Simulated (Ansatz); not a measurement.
Results of rVV10 (Ansatz, an electronic-structure program, plane waves, PAW) for zinc-blende InN (metastable phase).

Settings: plane-wave cutoff 520 eV, 12×12×12 k mesh, Fermi–Dirac smearing 0.01 eV, scalar-relativistic PAW data made under PBE.

Pressure at four volumes; x = ln(V/16.333 Å³). One pressure is withheld.

```csv
V (Å³/atom),x,P (GPa)
15.353,-0.0619,?
15.680,-0.0408,5.33
16.333,0.0000,0.00
17.313,0.0583,-6.02
```

### Question
Pass a parabola P(x) through the three rows shown, estimate the bulk modulus and its pressure derivative near zero pressure, and predict the withheld pressure.

### Answer
Slopes between the rows: (0.00 − (5.33))/(0.0000 − (-0.0408)) = -130.64 and (-6.02 − (0.00))/(0.0583 − (0.0000)) = -103.26 GPa. Their difference over the span 0.0991 is c = 27.38/0.0991 = 276.3 GPa, so P(x) = 5.33 + (-130.64)(x − (-0.0408)) + 276.3 (x − (-0.0408))(x − (0.0000)). At the middle row B = −dP/dx = −[-130.64 + 276.3 × 0.0408] = 119.4 GPa, and B′ = dB/dP = 2c/B = 4.6. At x = -0.0619 the parabola gives 8.45 GPa; the run gives 8.48 GPa. The Birch–Murnaghan fit to the energies at all volumes has B0 = 119 GPa and B′ = 4.7.

Note: the gap of the solid is closed in this run; this level leaves the solid without a gap, although one is measured.

Spin–orbit coupling is not included; it can open a gap where bands touch, and shift volumes and moduli.
